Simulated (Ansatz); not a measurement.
Consider the following.

Starting cell, ZrO2 (tetragonal-ZrO2 type, space group P4_2/nmc):

```yaml
crystal:
  lattice:
    - [3.62082, 0.00000, 0.00000]
    - [0.00000, 3.62082, 0.00000]
    - [0.00000, 0.00000, 5.28425]
  atoms:
    - { symbol: Zr, position: [0.00000, 0.00000, 0.00000] }
    - { symbol: Zr, position: [0.50000, 0.50000, 0.50000] }
    - { symbol: O, position: [0.00000, 0.50000, 0.19251] }
    - { symbol: O, position: [0.00000, 0.50000, 0.69251] }
    - { symbol: O, position: [0.50000, 0.00000, 0.30749] }
    - { symbol: O, position: [0.50000, 0.00000, 0.80749] }
```

Scan: atom 1 (Zr, nearest neighbour O at 2.077 Å; its periodic images, 3.6 Å or more away, move with it) is displaced along Cartesian z, direction (0.000, 0.000, 1.000) in Cartesian axes, by s. The other atoms stay.

Method: PBE (plane waves to 420 eV, PAW, scalar-relativistic; Ansatz, a first-principles code). k mesh 7×7×5 (Γ-centred), Fermi-Dirac smearing 0.05 eV. E stands for the smeared free energy. The PAW data are Ansatz's earlier set. This is a high-temperature form of ZrO2. ZrO2 is run without spin polarisation. ZrO2 was relaxed with its symmetry unable to fall. ΔE is measured from the undisplaced structure.

The scan covers s from -0.210 to 0.210 Å in 11 points.

Task: Is the energy the same for equal positive and negative displacements?

Result: Even: the same for both signs. With its periodic images moving along, the atom's site symmetry in this cell is -4m2.

Task: What is the force constant k = d²E/ds² of this move at s = 0?

Result: 22.4 eV/Å².

(A displaced cell: forces are minus the slopes of the energy, force constants its curvatures, and phonons follow from these.)
